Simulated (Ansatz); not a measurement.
Crystal: BaS.

```
Ba S
1.0
     0.00000    3.19375    3.19375
     3.19375    0.00000    3.19375
     3.19375    3.19375    0.00000
Ba S
1 1
Direct
  0.00000 0.00000 0.00000
  0.50000 0.50000 0.50000
```

Base run:

```yaml
Program: Ansatz 0.2.0
Functional: r2SCAN
Potentials_or_basis: Ansatz PAW
Cutoff: "500 eV (not typed: the program's choice for these potentials)"
k_mesh: 7 × 7 × 7
Occupations: fermi-dirac, width 0.05 eV
Spin: no spin polarisation
```

Its results: band gap on the k mesh 2.61 eV, indirect (least direct gap 2.73 eV); pressure 0.8 GPa.

Problem. After a change of settings the same cell gave: band gap on the k mesh 2.35 eV, indirect (least direct gap 2.46 eV); pressure 3.0 GPa. Which change was it?
A. k mesh from 7 × 7 × 7 to 5 × 5 × 5; spin from no spin polarisation to spin-orbit coupling, no magnetisation; potential files from those of the base run to others of the same set
B. functional from r2SCAN to B3LYP; cutoff from 500 eV (not typed: the program's choice for these potentials) to 420 eV (not typed: the program's choice for these potentials); k mesh from 7 × 7 × 7 to 4 × 4 × 4
C. functional from r2SCAN to BLYP; cutoff from 500 eV (not typed: the program's choice for these potentials) to 420 eV (not typed: the program's choice for these potentials)

Solution. C.

r2SCAN gives the wider gap, since meta-GGAs in the generalised Kohn-Sham scheme recover part of the derivative discontinuity.

Caveats: the k mesh misses the band edges, so the gap on the mesh is wider than the one along the path; spin-orbit coupling is left out, which moves the levels of the heavy elements; the PAW data sets come from PBE, with cores solved anew for the run's functional, which leaves a small shift of forces and pressure.

Runs at the PBE level aren't shown here.
